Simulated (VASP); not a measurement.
# HgSe (F-43m) in VASP: notebook

Runs on HgSe. Level: PBEsol. Tasks: relaxation of cell and atoms.

All numbers are computed with VASP 6.6.1; they aren't measurements. Logs are shortened: lines on timing, memory, paths and dates and some standing lists are left out, and cuts for length are marked.

## (1) The crystal as given

It takes space group F-43m (No. 216, cubic). The conventional cell has a = 6.078 Å, b = 6.078 Å, c = 6.078 Å, α = 90.00°, β = 90.00°, γ = 90.00°. Around Hg (site symmetry -43m) lie 4 Se at 2.63 Å. Se (site symmetry -43m) is surrounded by 4 Hg at 2.63 Å.

## (2) Relaxation of cell and atoms, PBEsol

Contents of INCAR:

```
ALGO     = Normal         # electronic algorithm
EDIFF    = 1E-6           # SCF threshold, eV
EDIFFG   = -0.01          # ionic threshold
ENCUT    = 600            # plane-wave cutoff, eV
GGA      = PS             # functional
IBRION   = 2              # ionic algorithm
ISIF     = 3              # what is computed and relaxed
ISMEAR   = 0              # smearing method
KPAR     = 8            
LASPH    = T              # aspherical terms in the spheres
LCHARG   = F              # write CHGCAR
LREAL    = F              # projectors in reciprocal space
LWAVE    = F              # write WAVECAR
NELM     = 80             # most SCF steps
NSW      = 90             # ionic steps
PREC     = Accurate       # precision mode
SIGMA    = 0.03           # smearing width, eV
```

Contents of KPOINTS:

```
k-points
0
Gamma
  10 10 10
```

Contents of POSCAR:

```
HgSe
1.0
    0.0000000000      3.0390000000      3.0390000000
    3.0390000000      0.0000000000      3.0390000000
    3.0390000000      3.0390000000      0.0000000000
Hg Se
1 1
Direct
    0.0000000000      0.0000000000      0.0000000000
    0.2500000000      0.2500000000      0.2500000000
```

Potentials or basis: VASP PAW PBE potentials, release 64 (Hg, Se).

Command:

```bash
$ cat potpaw_PBE.64/Hg/POTCAR potpaw_PBE.64/Se/POTCAR > POTCAR
$ mpirun -np 8 vasp_std > vasp.out
```

OUTCAR:

```text
EDIFF = 1E-6
   EDIFFG = -0.01
   ENCUT = 600
   GGA = PS
   IBRION = 2
   ISIF = 3
   ISMEAR = 0
   LASPH = T
   LREAL = F
   NELM = 80
   NSW = 90
   PREC = Accurate

 ion  position               nearest neighbor table
   1  0.000  0.000  0.000-   2 2.63   2 2.63   2 2.63   2 2.63
   2  0.250  0.250  0.250-   1 2.63   1 2.63   1 2.63   1 2.63

  LATTYP: Found a face centered cubic cell.
 ALAT       =     6.0780000000

  Lattice vectors:

 A1 = (   0.0000000000,   3.0390000000,   3.0390000000)
 A2 = (   3.0390000000,   0.0000000000,   3.0390000000)
 A3 = (   3.0390000000,   3.0390000000,   0.0000000000)

Analysis of symmetry for initial positions (statically):
=====================================================================
 Subroutine PRICEL returns:
 Original cell was already a primitive cell.

 Routine SETGRP: Setting up the symmetry group for a
 face centered cubic supercell.

 Subroutine GETGRP returns: Found 24 space group operations
 (whereof 24 operations were pure point group operations)
 out of a pool of 48 trial point group operations.

The static configuration has the point symmetry T_d .

Analysis of symmetry for dynamics (positions and initial velocities):
=====================================================================
 Subroutine PRICEL returns:
 Original cell was already a primitive cell.

 Routine SETGRP: Setting up the symmetry group for a
 face centered cubic supercell.

 Subroutine GETGRP returns: Found 24 space group operations
 (whereof 24 operations were pure point group operations)
 out of a pool of 48 trial point group operations.

The dynamic configuration has the point symmetry T_d .

 Subroutine INISYM returns: Found 24 space group operations
 (whereof 24 operations are pure point group operations),
 and found     1 'primitive' translations

----------------------------------------------------------------------------------------

                                     Primitive cell

  volume of cell :      56.1335

  direct lattice vectors                    reciprocal lattice vectors
     0.000000000  3.039000000  3.039000000    -0.164527805  0.164527805  0.164527805
     3.039000000  0.000000000  3.039000000     0.164527805 -0.164527805  0.164527805
     3.039000000  3.039000000  0.000000000     0.164527805  0.164527805 -0.164527805

  length of vectors
     4.297795016  4.297795016  4.297795016     0.284970518  0.284970518  0.284970518

  position of ions in fractional coordinates (direct lattice)
     0.000000000  0.000000000  0.000000000
     0.250000000  0.250000000  0.250000000

  ion indices of the primitive-cell ions
   primitive index   ion index
                 1           1
[... 95 lines left out ...]
  Fermi-wavevector in a.u.,A,eV,Ry     =   1.120534  2.117502 17.083421  1.255596
  Thomas-Fermi vector in A             =   2.257181
   LORBIT       =      0    0 simple, 1 ext, 2 COOP (PROOUT), +10 PAW based schemes
   GGA     = PS    functional components
   LHFCALC =     F    Hartree Fock is set to
   AEXX    =    0.0000 exact exchange contribution
   IVDW    =     0    specifies the selected vdW correction
   LEPSILON=     F    determine dielectric tensor
   LRPA    =     F    only Hartree local field effects (RPA)
 conjugate gradient relaxation of ions
 non-spin polarized calculation
 Gauss-broadening in eV      SIGMA  =   0.03
  energy-cutoff  :      600.00
  volume of cell :       56.13
 maximum number of plane-waves:      1895
 NGX is ok and might be reduce to    36
   NGX = 17   NGY = 17   NGZ = 17

--------------------------------------- Ionic step        1  -------------------------------------------

 number of electron      17.9999998 magnetization

 Free energy of the ion-electron system (eV)
  ---------------------------------------------------
  ext. energy  EPLUGINS =         0.00000000
  ---------------------------------------------------
  free energy    TOTEN  =        -4.79964314 eV

  energy without entropy =       -4.79959686  energy(sigma->0) =       -4.79962000

------------------------ aborting loop because EDIFF is reached ----------------------------------------

  FORCE on cell =-STRESS in cart. coord.  units (eV):
  Direction    XX          YY          ZZ          XY          YZ          ZX
  --------------------------------------------------------------------------------------
  -------------------------------------------------------------------------------------
  Total        0.6484433      0.6484433      0.6484433      0.0000000      0.0000000      0.0000000
  in kB       18.5080417     18.5080417     18.5080417      0.0000000      0.0000000      0.0000000
  external PRESSURE =      18.5080417 kB  Pullay stress =       0.0000000 kB
[... 59 lines left out ...]
--------------------------------------- Ionic step        3  -------------------------------------------

 number of electron      17.9999999 magnetization

 Free energy of the ion-electron system (eV)
  ---------------------------------------------------
  ext. energy  EPLUGINS =         0.00000000
  ---------------------------------------------------
  free energy    TOTEN  =        -4.81027610 eV

  energy without entropy =       -4.81022982  energy(sigma->0) =       -4.81025296

 E-fermi :   1.3248     XC(G=0):  -9.1099

 val. band max:        1.3157018320   @ k =   0.0000   0.0000   0.0000
 cond. band min:       1.7332429930   @ k =   0.1000   0.0000   0.0000
 fundamental gap:      0.4175411610
 Fermi energy:         1.3248389586

 k-point     1 :       0.0000    0.0000    0.0000
  band No.  band energies     occupation
      1     -11.9596      2.00000
      2      -5.6742      2.00000
      3      -5.6742      2.00000
      4      -5.6742      2.00000
      5      -4.9746      2.00000
      6      -4.9746      2.00000
      7       0.2452      2.00000
      8       1.3157      1.33334
      9       1.3157      1.33334
     10       1.3157      1.33333
     11       6.7721      0.00000
     12       6.7721      0.00000
     13       6.7721      0.00000
[... 354 lines left out ...]
  band No.  band energies     occupation
      1     -11.4816      2.00000
      2      -5.5369      2.00000
      3      -5.3300      2.00000
      4      -5.3079      2.00000
      5      -4.9221      2.00000
      6      -4.8951      2.00000
      7      -2.8947      2.00000
      8      -0.5961      2.00000
      9      -0.4319      2.00000
     10       3.9869      0.00000
     11       4.7261      0.00000
     12       8.5062      0.00000
     13       9.4365      0.00000

 [... further k-points ...]
[... 5 lines left out ...]
  --------------------------------------------------------------------------------------
  -------------------------------------------------------------------------------------
  Total        0.0015623      0.0015623      0.0015623     -0.0000000      0.0000000      0.0000000
  in kB        0.0431350      0.0431350      0.0431350     -0.0000000      0.0000000      0.0000000
  external PRESSURE =       0.0431350 kB  Pullay stress =       0.0000000 kB
[... 17 lines left out ...]
  FREE ENERGIE OF THE ION-ELECTRON SYSTEM (eV)
  ---------------------------------------------------
  free  energy   TOTEN  =        -4.8102761007 eV

  energy  without entropy=       -4.8102298215  energy(sigma->0) =       -4.81025296

 reached required accuracy - stopping structural energy minimisation
```

Run time: 25 s. Hardware: 8 MPI ranks of Intel Xeon Platinum 8488C (Sapphire Rapids), shared host; peak memory 0.26 GiB.

What came out:

```yaml
Free_energy: -4.8103 eV
Relaxed_volume: 29.01 Å³/atom
Relaxed_cell: a = 4.346 Å, b = 4.346 Å, c = 4.346 Å, α = 60.00°, β = 60.00°, γ = 60.00°
Space_group_after_relaxing_to_0.05_Å: F-43m (No. 216)
Energy_gained_by_relaxing: 5.3 meV/atom
Ionic_steps: 3
Pressure_after_relaxing: 0.0 GPa
Band_gap_on_the_k_mesh: none (metal or under the smearing width)
```

The path:
```tsv
step	energy change (eV)	largest force (eV/Å)	pressure (GPa)	volume (Å³)
1	0.0000	0.0000	1.85	56.13
2	-0.0090	0.0000	-0.67	58.81
3	-0.0106	0.0000	0.00	58.03
```

Final structure:
```
CELL_PARAMETERS angstrom
0.00000 3.07281 3.07281
3.07281 0.00000 3.07281
3.07281 3.07281 0.00000
ATOMIC_POSITIONS crystal
Hg 0.00000 0.00000 0.00000
Se 0.25000 0.25000 0.25000
```

Caveat: the PAW data sets were made with another functional, which shifts forces and pressure a little. Zero-point motion and thermal expansion aren't in these numbers.

## (3) Relaxation of cell and atoms, PBEsol

This run uses another cell than the first one, of 29.01 Å³/atom, 1.034 times its volume.

Changes to INCAR since step 2:

```diff
@@ -1,4 +1,4 @@
 ALGO     = Normal         # electronic algorithm
-EDIFF    = 1E-6           # SCF threshold, eV
-EDIFFG   = -0.01          # ionic threshold
+EDIFF    = 1E-7           # SCF threshold, eV
+EDIFFG   = -0.005         # ionic threshold
 ENCUT    = 600            # plane-wave cutoff, eV
```

KPOINTS is that of step 2.

Contents of POSCAR:

```
HgSe                                    
1.0
    0.0000000000      3.0728100865      3.0728100865
    3.0728100865      0.0000000000      3.0728100865
    3.0728100865      3.0728100865      0.0000000000
  Hg              Se            
     1     1
Direct
     0.0000000000000000    0.0000000000000000    0.0000000000000000
     0.2500000000000000    0.2500000000000000    0.2500000000000000
```

Potentials or basis: VASP PAW PBE potentials, release 64 (Hg, Se).

Command:

```bash
$ cat potpaw_PBE.64/Hg/POTCAR potpaw_PBE.64/Se/POTCAR > POTCAR
$ mpirun -np 8 vasp_std > vasp.out
```

It took 11 s on 8 MPI ranks of Intel Xeon Platinum 8488C (Sapphire Rapids), shared host; peak memory 0.24 GiB.

Results (log left out):

| Item | Value |
| --- | --- |
| Free energy | -4.8105 eV |
| Pressure after relaxing | 0.0 GPa |
| Band gap on the k mesh | none (metal or under the smearing width) |

Final structure:
```yaml
crystal:
  lattice:
    - [0.00000, 3.07281, 3.07281]
    - [3.07281, 0.00000, 3.07281]
    - [3.07281, 3.07281, 0.00000]
  atoms:
    - { symbol: Hg, position: [0.00000, 0.00000, 0.00000] }
    - { symbol: Se, position: [0.25000, 0.25000, 0.25000] }
```

Levels at points of the mesh, in eV from the Fermi level:
| k point | band 7 | band 8 | band 9 | band 10 | band 11 | band 12 |
| --- | --- | --- | --- | --- | --- | --- |
| (0.00, 0.00, 0.00) | -1.08 | -0.01 | -0.01 | -0.01 | 5.45 | 5.45 |
| (0.50, 0.00, 0.00) | -5.37 | -0.93 | -0.93 | 1.02 | 6.18 | 6.18 |
| (0.50, 0.50, 0.00) | -4.99 | -2.21 | -2.21 | 2.68 | 2.93 | 8.25 |

Caveat: the relaxation stopped at its first step, so nothing moved; the PAW data sets were made with another functional, which shifts forces and pressure a little. The run has no spin-orbit coupling, so splittings on Hg are missing.

## (4) Relaxation of cell and atoms, PBEsol

Contents of INCAR:

```
ALGO = Normal ; EDIFF = 1E-6
EDIFFG = -0.01 ; ENCUT = 600
GGA = PS ; IBRION = 2
ISIF = 3 ; ISMEAR = 0
KPAR = 4 ; LASPH = T
LCHARG = F ; LREAL = F
LWAVE = F ; NELM = 80
NSW = 90 ; PREC = Accurate
SIGMA = 0.03
```

KPOINTS is that of step 3.

Contents of POSCAR:

```
HgSe
1.0
    0.0000000000      3.0390000000      3.0390000000
    3.0390000000      0.0000000000      3.0390000000
    3.0390000000      3.0390000000      0.0000000000
Hg Se
1 1
Direct
    0.0000000000      0.0000000000      0.0000000000
    0.2500000000      0.2500000000      0.2500000000
```

Command:

```bash
$ cat potpaw_PBE.64/Hg/POTCAR potpaw_PBE.64/Se/POTCAR > POTCAR
$ mpirun -np 4 vasp_std > vasp.out
```

Wall time 26 s (4 MPI ranks of Intel Xeon Platinum 8559C (Emerald Rapids), shared host); peak memory 0.23 GiB.

Results (log left out):

```
Free energy                            : -4.8103 eV
Relaxed volume                         : 29.01 Å³/atom
Relaxed cell                           : a = 4.346 Å, b = 4.346 Å, c = 4.346 Å, α = 60.00°, β = 60.00°, γ = 60.00°
Space group after relaxing (to 0.05 Å) : F-43m (No. 216)
Energy gained by relaxing              : 5.3 meV/atom
Ionic steps                            : 3
Pressure after relaxing                : 0.0 GPa
Band gap on the k mesh                 : none (metal or under the smearing width)
```

The path:
```
step  energy change (eV)  largest force (eV/Å)  pressure (GPa)  volume (Å³)
   1              0.0000                0.0000            1.85        56.13
   2             -0.0090                0.0000           -0.67        58.81
   3             -0.0106                0.0000            0.00        58.03
```

Final structure:
```xyz
2
Lattice="0.0000 3.0728 3.0728 3.0728 0.0000 3.0728 3.0728 3.0728 0.0000" Properties=species:S:1:pos:R:3 pbc="T T T"
Hg    0.0000    0.0000    0.0000
Se    1.5364    1.5364    1.5364
```

Levels at points of the mesh, in eV from the Fermi level:
| k point | band 6 | band 7 | band 8 | band 9 | band 10 | band 11 | band 12 | band 13 |
| --- | --- | --- | --- | --- | --- | --- | --- | --- |
| (0.00, 0.00, 0.00) | -6.30 | -1.08 | -0.01 | -0.01 | -0.01 | 5.45 | 5.45 | 5.45 |
| (0.50, 0.00, 0.00) | -6.00 | -5.37 | -0.93 | -0.93 | 1.02 | 6.18 | 6.18 | 6.81 |
| (0.50, 0.50, 0.00) | -5.96 | -4.99 | -2.21 | -2.21 | 2.68 | 2.93 | 8.25 | 9.61 |

Caveat: the PAW data sets were made with another functional, which shifts forces and pressure a little.
